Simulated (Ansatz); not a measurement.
HfO2:

```
Hf O
1.0
     5.21946    0.00000    0.00000
     0.00000    5.00476    0.00000
     0.00000    0.00000    5.03269
Hf O
4 8
Direct
  0.96699 0.73252 0.74144
  0.53301 0.73252 0.24144
  0.46699 0.26748 0.74144
  0.03301 0.26748 0.24144
  0.63213 0.92865 0.87927
  0.86787 0.92865 0.37927
  0.23395 0.53988 0.49229
  0.26605 0.53988 0.99229
  0.76605 0.46012 0.99229
  0.73395 0.46012 0.49229
  0.13213 0.07135 0.87927
  0.36787 0.07135 0.37927
```

Measurements of this composition are mostly on another form, of space group No. 14.

Base run:

```yaml
Program: Ansatz 0.2.0
Functional: PBE
Potentials_or_basis: Ansatz PAW
Cutoff: 600 eV
Density_cutoff: 2400 eV
k_mesh: 5 × 6 × 5
Occupations: fermi-dirac, width 0.05 eV
Spin: no spin polarisation
```

Its results: band gap on the k mesh 4.48 eV, indirect (least direct gap 4.68 eV); pressure 9.7 GPa; largest force 0.117 eV/Å.

The run is repeated on the same cell with these changes: functional from PBE to RPBE; cutoff from 600 eV to 420 eV; density cutoff from 2400 eV to 1680 eV. What comes out?

Band gap on the k mesh 4.57 eV, indirect (least direct gap 4.75 eV); pressure 14.9 GPa; largest force 0.138 eV/Å.

RPBE binds less tightly than PBE, so the same cell stands under more pressure.

Caveats: spin-orbit coupling is left out, which moves the levels of the heavy elements; odd divisions of the mesh miss points on the zone boundary, where band edges often lie, so the gap on the mesh can be too wide (some runs); the potentials were made for another functional, which shifts forces and pressure (some runs); the PAW data sets come from PBE, with cores solved anew for the run's functional, which leaves a small shift of forces and pressure (some runs).

A k mesh can miss the band edges.

Not every run made on this cell is shown here.
